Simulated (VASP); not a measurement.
# CdO (Monteponite) (Fm-3m) in VASP: further runs

The runs below take CdO (Monteponite) through band structure, single point, with PBE0, PBEsol, PBE+U, TB-mBJ.

All numbers are computed with VASP 6.6.1; they aren't measurements. Logs are shortened: lines on timing, memory, paths and dates and some standing lists are left out, and cuts for length are marked.

### 1 The structure

Symmetry: Fm-3m, No. 225, cubic system. The conventional cell has a = 4.695 Å, b = 4.695 Å, c = 4.695 Å, α = 90.00°, β = 90.00°, γ = 90.00°. Cd (site symmetry m-3m) has 6 O at 2.35 Å as nearest neighbours. O (site symmetry m-3m) has 6 Cd at 2.35 Å as nearest neighbours.

### 2 Band structure, PBE0

Input file POSCAR:

```
CdO
1.0
    0.0000000000      2.3476500000      2.3476500000
    2.3476500000      0.0000000000      2.3476500000
    2.3476500000      2.3476500000      0.0000000000
Cd O
1 1
Direct
    0.0000000000      0.0000000000      0.0000000000
    0.5000000000      0.5000000000      0.5000000000
```

Input file INCAR.step1:

```
PREC     = Accurate       # precision mode
ENCUT    = 520            # plane-wave cutoff, eV
EDIFF    = 1E-5           # SCF threshold, eV
ISMEAR   = 0              # smearing method
SIGMA    = 0.02           # smearing width, eV
LREAL    = False          # projectors in reciprocal space
LASPH    = True           # aspherical terms in the spheres
NELM     = 60             # most SCF steps
ALGO     = Normal         # electronic algorithm
ISIF     = 2              # what is computed and relaxed
LWAVE    = True           # write WAVECAR
LCHARG   = False          # write CHGCAR
GGA      = PE             # functional
```

Input file INCAR.step2:

```
PREC     = Accurate       # precision mode
ENCUT    = 520            # plane-wave cutoff, eV
EDIFF    = 1E-7           # SCF threshold, eV
ISMEAR   = 0              # smearing method
SIGMA    = 0.02           # smearing width, eV
LREAL    = False          # projectors in reciprocal space
LASPH    = True           # aspherical terms in the spheres
NELM     = 60             # most SCF steps
ALGO     = Normal         # electronic algorithm
ISIF     = 2              # what is computed and relaxed
LWAVE    = False          # write WAVECAR
LCHARG   = False          # write CHGCAR
GGA      = PE             # functional
LHFCALC  = True           # exact exchange
AEXX     = 0.25           # exact-exchange fraction
PRECFOCK = Fast         
ISTART   = 1            
HFRCUT   = -1
```

Input file KPOINTS:

```
regular mesh
0
Gamma
  4 4 4
```

Input file KPOINTS_OPT:

```
path GXWKGLUWLK,UX
12
line-mode
reciprocal
 0.0000000000  0.0000000000  0.0000000000  G
 0.5000000000  0.0000000000  0.5000000000  X

 0.5000000000  0.0000000000  0.5000000000  X
 0.5000000000  0.2500000000  0.7500000000  W

 0.5000000000  0.2500000000  0.7500000000  W
 0.3750000000  0.3750000000  0.7500000000  K

 0.3750000000  0.3750000000  0.7500000000  K
 0.0000000000  0.0000000000  0.0000000000  G

 0.0000000000  0.0000000000  0.0000000000  G
 0.5000000000  0.5000000000  0.5000000000  L

 0.5000000000  0.5000000000  0.5000000000  L
 0.6250000000  0.2500000000  0.6250000000  U

 0.6250000000  0.2500000000  0.6250000000  U
 0.5000000000  0.2500000000  0.7500000000  W

 0.5000000000  0.2500000000  0.7500000000  W
 0.5000000000  0.5000000000  0.5000000000  L

 0.5000000000  0.5000000000  0.5000000000  L
 0.3750000000  0.3750000000  0.7500000000  K

 0.6250000000  0.2500000000  0.6250000000  U
 0.5000000000  0.0000000000  0.5000000000  X
```

Potentials or basis: VASP PAW PBE potentials, release 64 (Cd, O).

Command:

```sh
> cat potpaw_PBE.64/Cd/POTCAR potpaw_PBE.64/O/POTCAR > POTCAR
> cp INCAR.step1 INCAR
> mpirun -np 1 vasp_std > vasp.out
> cp INCAR.step2 INCAR
> mpirun -np 1 vasp_std > vasp.out
```

OUTCAR:

```text
PREC = Accurate
   ENCUT = 520
   EDIFF = 1E-7
   ISMEAR = 0
   LREAL = False
   LASPH = True
   NELM = 60
   ISIF = 2
   GGA = PE
   LHFCALC = True
   AEXX = 0.25
   PRECFOCK = Fast
   ISTART = 1

 ion  position               nearest neighbor table
   1  0.000  0.000  0.000-   2 2.35   2 2.35   2 2.35   2 2.35   2 2.35   2 2.35
   2  0.500  0.500  0.500-   1 2.35   1 2.35   1 2.35   1 2.35   1 2.35   1 2.35

  LATTYP: Found a face centered cubic cell.
 ALAT       =     4.6953000000

  Lattice vectors:

 A1 = (   0.0000000000,   2.3476500000,   2.3476500000)
 A2 = (   2.3476500000,   0.0000000000,   2.3476500000)
 A3 = (   2.3476500000,   2.3476500000,   0.0000000000)

Analysis of symmetry for initial positions (statically):
=====================================================================
 Subroutine PRICEL returns:
 Original cell was already a primitive cell.

 Routine SETGRP: Setting up the symmetry group for a
 face centered cubic supercell.

 Subroutine GETGRP returns: Found 48 space group operations
 (whereof 48 operations were pure point group operations)
 out of a pool of 48 trial point group operations.

The static configuration has the point symmetry O_h .

Analysis of symmetry for dynamics (positions and initial velocities):
=====================================================================
 Subroutine PRICEL returns:
 Original cell was already a primitive cell.

 Routine SETGRP: Setting up the symmetry group for a
 face centered cubic supercell.

 Subroutine GETGRP returns: Found 48 space group operations
 (whereof 48 operations were pure point group operations)
 out of a pool of 48 trial point group operations.

The dynamic configuration has the point symmetry O_h .

 Subroutine INISYM returns: Found 48 space group operations
 (whereof 48 operations are pure point group operations),
 and found     1 'primitive' translations

----------------------------------------------------------------------------------------

                                     Primitive cell

  volume of cell :      25.8780

  direct lattice vectors                    reciprocal lattice vectors
     0.000000000  2.347650000  2.347650000    -0.212978936  0.212978936  0.212978936
     2.347650000  0.000000000  2.347650000     0.212978936 -0.212978936  0.212978936
     2.347650000  2.347650000  0.000000000     0.212978936  0.212978936 -0.212978936

  length of vectors
     3.320078470  3.320078470  3.320078470     0.368890339  0.368890339  0.368890339

  position of ions in fractional coordinates (direct lattice)
     0.000000000  0.000000000  0.000000000
     0.500000000  0.500000000  0.500000000

  ion indices of the primitive-cell ions
   primitive index   ion index
                 1           1
                 2           2

----------------------------------------------------------------------------------------

 KPOINTS: regular mesh

Automatic generation of k-mesh.
 Grid dimensions read from file:
 generate k-points for:    4    4    4

 Generating k-lattice:

  Cartesian coordinates                     Fractional coordinates (reciprocal lattice)
    -0.053244734  0.053244734  0.053244734     0.250000000  0.000000000  0.000000000
     0.053244734 -0.053244734  0.053244734     0.000000000  0.250000000  0.000000000
     0.053244734  0.053244734 -0.053244734     0.000000000  0.000000000  0.250000000

  Length of vectors
     0.092222585  0.092222585  0.092222585

  Shift w.r.t. Gamma in fractional coordinates (k-lattice)
     0.000000000  0.000000000  0.000000000

 Subroutine IBZKPT returns following result:
 ===========================================

 Found      8 irreducible k-points:

 Following reciprocal coordinates:
            Coordinates               Weight
  0.000000  0.000000  0.000000      1.000000
  0.250000  0.000000  0.000000      8.000000
  0.500000  0.000000  0.000000      4.000000
  0.250000  0.250000  0.000000      6.000000
  0.500000  0.250000  0.000000     24.000000
 -0.250000  0.250000  0.000000     12.000000
  0.500000  0.500000  0.000000      3.000000
 -0.250000  0.500000  0.250000      6.000000
   k-points           NKPTS =      8   k-points in BZ     NKDIM =     64   number of bands    NBANDS=     13
   number of dos      NEDOS =    301   number of ions     NIONS =      2
   total plane-waves  NPLWV =  21952
   dimension x,y,z NGX =    28 NGY =   28 NGZ =   28
   dimension x,y,z NGXF=    56 NGYF=   56 NGZF=   56
   ions per type =               1   1
   NGX,Y,Z   is equivalent  to a cutoff of  14.02, 14.02, 14.02 a.u.
   NGXF,Y,Z  is equivalent  to a cutoff of  28.04, 28.04, 28.04 a.u.
 SYSTEM =  unknown system
   PREC   = accura    normal or accurate (medium, high low for compatibility)
   ISTART =      1    job   : 0-new  1-cont  2-samecut
   ICHARG =      0    charge: 1-file 2-atom 10-const
   ISPIN  =      1    spin polarized calculation?
   LNONCOLLINEAR =      F non collinear calculations
   LSORBIT =      F    spin-orbit coupling
   LASPH  =      T    aspherical Exc in radial PAW
   ENCUT  =  520.0 eV  38.22 Ry    6.18 a.u.   6.17  6.17  6.17*2*pi/ulx,y,z
   NELM   =     60;   NELMIN=  2; NELMDL=  0     # of ELM steps
   EDIFF  = 0.1E-06   stopping-criterion for ELM
   LREAL  =      F    real-space projection
   EDIFFG = 0.1E-05   stopping-criterion for IOM
   NSW    =      0    number of steps for IOM
   IBRION =     -1    ionic relax: 0-MD 1-quasi-New 2-CG
   NFREE  =      0    steps in history (QN), initial steepest desc. (CG)
   ISIF   =      2    stress and relaxation
   ISYM   =      3    0-nonsym 1-usesym 2-fastsym
   POTIM  = 0.5000    time-step for ionic-motion
   TEBEG  =    0.0;   TEEND  =   0.0 temperature during run
   PSTRESS=    0.0 pullay stress
   NELECT =      18.0000    total number of electrons
   NUPDOWN=      -1.0000    fix difference up-down
   EMIN   =  10.00;   EMAX   =-10.00  energy-range for DOS
   EFERMI =   0.00;   METHOD = LEGACY
   ISMEAR =     0;   SIGMA  =   0.02  broadening in eV -4-tet -1-fermi 0-gaus
   EFERMI_NEDOS =   21; number of points for ismear=-14 and -15
   IALGO  =     38    algorithm
   IMIX   =      1    mixing-type and parameters
     AMIX     =   0.40;   BMIX     =  1.00
     AMIX_MAG =   1.60;   BMIX_MAG =  1.00
  volume/ion in A,a.u.               =      12.94        87.32
  Fermi-wavevector in a.u.,A,eV,Ry     =   1.450515  2.741076 28.626585  2.103995
  Thomas-Fermi vector in A             =   2.568118
   LORBIT       =      0    0 simple, 1 ext, 2 COOP (PROOUT), +10 PAW based schemes
   GGA     = PE    functional components
   LHFCALC =     T    Hartree Fock is set to
   PRECFOCK=fast      Normal, Fast or Accurate (Low or Medium for compatibility)
   ENCUT4O =  -1.0   cutoff for four orbital integrals eV
   NKREDX  =     1    reduce k-point grid by
   NKREDY  =     1    reduce k-point grid by
   NKREDZ  =     1    reduce k-point grid by
   AEXX    =    0.2500 exact exchange contribution
   HFSCREEN=    0.0000 screening length (either q_TF or 0.3 A-1)
   HFSCREENC=   0.0000 screening length for correlation (either q_TF or 0.3 A-1)
   ENCUTFOCK=  -1.0 apply spherical cutoff to Coloumb kernel
   IVDW    =     0    specifies the selected vdW correction
   LEPSILON=     F    determine dielectric tensor
   LRPA    =     F    only Hartree local field effects (RPA)
 non-spin polarized calculation
 Gauss-broadening in eV      SIGMA  =   0.02
  energy-cutoff  :      520.00
  volume of cell :       25.88
 maximum number of plane-waves:       725
 NGX is ok and might be reduce to    28
  NGX = 14; NGY = 14; NGZ = 14

 number of electron      18.0000003 magnetization

 Free energy of the ion-electron system (eV)
  ---------------------------------------------------
  ext. energy  EPLUGINS =         0.00000000
  ---------------------------------------------------
  free energy    TOTEN  =       -10.55604837 eV

  energy without entropy =      -10.55604837  energy(sigma->0) =      -10.55604837

 E-fermi :   0.8247     XC(G=0):  -9.1703

 val. band max:        0.6395420453   @ k =   0.5000   0.0000   0.0000
 cond. band min:       2.2839445173   @ k =   0.0000   0.0000   0.0000
 fundamental gap:      1.6444024720
 Fermi energy:         0.8247173048

 k-point     1 :       0.0000    0.0000    0.0000
  band No.  band energies     occupation
      1     -18.3498      2.00000
      2      -6.9046      2.00000
      3      -6.9046      2.00000
      4      -6.9046      2.00000
      5      -6.6466      2.00000
      6      -6.6466      2.00000
      7      -0.7168      2.00000
      8      -0.7168      2.00000
      9      -0.7167      2.00000
     10       2.2839      0.00000
     11      17.9500      0.00000
     12      20.2114      0.00000
     13      20.2114      0.00000

 k-point     2 :       0.2500    0.0000    0.0000
  band No.  band energies     occupation
      1     -17.9475      2.00000
      2      -7.2070      2.00000
      3      -7.1630      2.00000
      4      -7.1630      2.00000
      5      -6.6039      2.00000
      6      -6.6039      2.00000
      7      -2.9062      2.00000
      8      -0.0145      2.00000
      9      -0.0145      2.00000
     10       5.4250      0.00000
     11      13.4256      0.00000
     12      17.2463      0.00000
     13      17.2463      0.00000

 k-point     3 :       0.5000    0.0000    0.0000
  band No.  band energies     occupation
      1     -17.5101      2.00000
      2      -7.8004      2.00000
      3      -7.5546      2.00000
      4      -7.5546      2.00000
      5      -6.3466      2.00000
      6      -6.3466      2.00000
      7      -3.5080      2.00000
      8       0.6395      2.00000
      9       0.6395      2.00000
     10       7.2795      0.00000
     11      10.8082      0.00000
     12      15.1865      0.00000
     13      15.1865      0.00000
[... 49 lines left out ...]
 k-point     7 :       0.5000    0.5000    0.0000
  band No.  band energies     occupation
      1     -17.6728      2.00000
      2      -7.3652      2.00000
      3      -6.3746      2.00000
      4      -6.1980      2.00000
      5      -6.1980      2.00000
      6      -5.8996      2.00000
      7      -3.9954      2.00000
      8      -1.8166      2.00000
      9      -1.8166      2.00000
     10       7.0232      0.00000
     11      11.8981      0.00000
     12      14.1015      0.00000
     13      16.9511      0.00000

 k-point     8 :      -0.2500    0.5000    0.2500
  band No.  band energies     occupation
      1     -17.5555      2.00000
      2      -7.1317      2.00000
      3      -7.0099      2.00000
      4      -7.0099      2.00000
      5      -6.1977      2.00000
      6      -6.0185      2.00000
      7      -2.5927      2.00000
      8      -2.5926      2.00000
      9      -1.2847      2.00000
     10       9.2905      0.00000
     11      12.1425      0.00000
     12      12.1426      0.00000
     13      14.0090      0.00000

------------------------ aborting loop because EDIFF is reached ----------------------------------------

  FORCE on cell =-STRESS in cart. coord.  units (eV):
  Direction    XX          YY          ZZ          XY          YZ          ZX
  --------------------------------------------------------------------------------------
  -------------------------------------------------------------------------------------
  Total        0.4018899      0.4018899      0.4018899      0.0000000      0.0000000      0.0000000
  in kB       24.8821345     24.8821345     24.8821345      0.0000000      0.0000000      0.0000000
  external PRESSURE =      24.8821345 kB  Pullay stress =       0.0000000 kB

 VOLUME and BASIS-vectors are now :
 -----------------------------------------------------------------------------
  energy-cutoff  :      520.00
  volume of cell :       25.88
      direct lattice vectors                 reciprocal lattice vectors
     0.000000000  2.347650000  2.347650000    -0.212978936  0.212978936  0.212978936
     2.347650000  0.000000000  2.347650000     0.212978936 -0.212978936  0.212978936
     2.347650000  2.347650000  0.000000000     0.212978936  0.212978936 -0.212978936

 POSITION                                       TOTAL-FORCE (eV/Angst)
 -----------------------------------------------------------------------------------
      0.00000      0.00000      0.00000        -0.000000     -0.000000      0.000000
      2.34765      2.34765      2.34765         0.000000      0.000000     -0.000000
 -----------------------------------------------------------------------------------
    total drift:                               -0.000000     -0.000000     -0.000000

  FREE ENERGIE OF THE ION-ELECTRON SYSTEM (eV)
  ---------------------------------------------------
  free  energy   TOTEN  =       -10.5560483707 eV

  energy  without entropy=      -10.5560483707  energy(sigma->0) =      -10.55604837
```

Run time: 5.5 min. Hardware: 1 thread of Intel Xeon 6975P-C (Granite Rapids), shared host; peak memory 0.17 GiB.

What came out:

| Item | Value |
| --- | --- |
| Free energy | -10.5560 eV |
| Pressure | 2.5 GPa |
| Band gap on the k mesh | 1.64 eV, indirect (least direct gap 3.00 eV) |
| Band gap along the path | 1.64 eV, indirect (least direct gap 3.00 eV) |

Levels at the corners of the path, in eV from the valence-band top:
```tsv
point	band 6	band 7	band 8	band 9	band 10	band 11	band 12	band 13
Γ	-7.29	-1.36	-1.36	-1.36	1.64	17.31	19.57	19.57
X	-6.54	-4.63	-2.46	-2.46	6.38	11.26	13.46	16.31
X	-6.54	-4.63	-2.46	-2.46	6.38	11.26	13.46	16.31
W	-6.66	-3.23	-3.23	-1.92	8.65	11.50	11.50	13.37
W	-6.66	-3.23	-3.23	-1.92	8.65	11.50	11.50	13.37
K	-6.83	-3.68	-3.06	-1.35	8.01	11.10	11.28	15.79
K	-6.83	-3.68	-3.06	-1.35	8.01	11.10	11.28	15.79
Γ	-7.29	-1.36	-1.36	-1.36	1.64	17.31	19.57	19.57
Γ	-7.29	-1.36	-1.36	-1.36	1.64	17.31	19.57	19.57
L	-6.99	-4.15	0.00	0.00	6.64	10.17	14.55	14.55
L	-6.99	-4.15	0.00	0.00	6.64	10.17	14.55	14.55
U	-6.83	-3.68	-3.06	-1.35	8.01	11.10	11.28	15.79
U	-6.83	-3.68	-3.06	-1.35	8.01	11.10	11.28	15.79
W	-6.66	-3.23	-3.23	-1.92	8.65	11.50	11.50	13.37
W	-6.66	-3.23	-3.23	-1.92	8.65	11.50	11.50	13.37
L	-6.99	-4.15	0.00	0.00	6.64	10.17	14.55	14.55
L	-6.99	-4.15	0.00	0.00	6.64	10.17	14.55	14.55
K	-6.83	-3.68	-3.06	-1.35	8.01	11.10	11.28	15.79
U	-6.83	-3.68	-3.06	-1.35	8.01	11.10	11.28	15.79
X	-6.54	-4.63	-2.46	-2.46	6.38	11.26	13.46	16.31
```

Caveat: the k mesh is coarse (spacing up to 0.58 Å⁻¹), so the values aren't converged, least of all with exact exchange; the PAW data sets were made with another functional, which shifts forces and pressure a little.

### 3 Band structure, PBEsol

Input file INCAR:

```
PREC = Accurate ; ENCUT = 520
EDIFF = 1E-7 ; ISMEAR = 0
SIGMA = 0.02 ; LREAL = F
LASPH = T ; NELM = 100
ALGO = Normal ; ISIF = 2
LWAVE = F ; LCHARG = F
GGA = PS
```

Input file KPOINTS:

```
regular mesh
0
Gamma
  8 8 8
```

POSCAR is that of step 2.

KPOINTS_OPT, as its differences from that of step 2:

```diff
@@ -1,3 +1,3 @@
 path GXWKGLUWLK,UX
-12
+15
 line-mode
```

Potentials or basis: VASP PAW PBE potentials, release 64 (Cd, O).

Command:

```sh
> cat potpaw_PBE.64/Cd/POTCAR potpaw_PBE.64/O/POTCAR > POTCAR
> mpirun -np 1 vasp_std > vasp.out
```

Run time: 25 s. Hardware: 1 thread of AMD EPYC 9R14 (Zen 4), shared host; peak memory 0.14 GiB.

The run converged. Its results:

- Free energy: -8.5040 eV
- Pressure: 1.1 GPa
- Band gap along the path: none (metal or under the smearing width)

Levels at the corners of the path, in eV from the Fermi level:
```csv
point,band 6,band 7,band 8,band 9,band 10,band 11,band 12,band 13
Γ,-6.38,-1.39,-1.39,-1.39,-0.54,14.75,16.88,16.88
X,-5.65,-4.45,-2.38,-2.38,3.76,8.43,11.05,13.23
X,-5.65,-4.45,-2.38,-2.38,3.76,8.43,11.05,13.23
W,-5.76,-3.07,-3.07,-1.92,5.91,8.81,8.81,10.60
W,-5.76,-3.07,-3.07,-1.92,5.91,8.81,8.81,10.60
K,-5.96,-3.48,-2.94,-1.30,5.32,8.48,8.52,12.81
K,-5.96,-3.48,-2.94,-1.30,5.32,8.48,8.52,12.81
Γ,-6.38,-1.39,-1.39,-1.39,-0.54,14.75,16.88,16.88
Γ,-6.38,-1.39,-1.39,-1.39,-0.54,14.75,16.88,16.88
L,-6.11,-3.86,-0.02,-0.02,4.27,7.24,11.80,11.80
L,-6.11,-3.86,-0.02,-0.02,4.27,7.24,11.80,11.80
U,-5.96,-3.48,-2.94,-1.30,5.32,8.48,8.52,12.81
U,-5.96,-3.48,-2.94,-1.30,5.32,8.48,8.52,12.81
W,-5.76,-3.07,-3.07,-1.92,5.91,8.81,8.81,10.60
W,-5.76,-3.07,-3.07,-1.92,5.91,8.81,8.81,10.60
L,-6.11,-3.86,-0.02,-0.02,4.27,7.24,11.80,11.80
L,-6.11,-3.86,-0.02,-0.02,4.27,7.24,11.80,11.80
K,-5.96,-3.48,-2.94,-1.30,5.32,8.48,8.52,12.81
U,-5.96,-3.48,-2.94,-1.30,5.32,8.48,8.52,12.81
X,-5.65,-4.45,-2.38,-2.38,3.76,8.43,11.05,13.23
```

Caveat: the PAW data sets were made with another functional, which shifts forces and pressure a little; this crystal is a semiconductor, whose small gap the functional closes, so the metal is an error of the method.

(Part 1 of 2 ends here.)
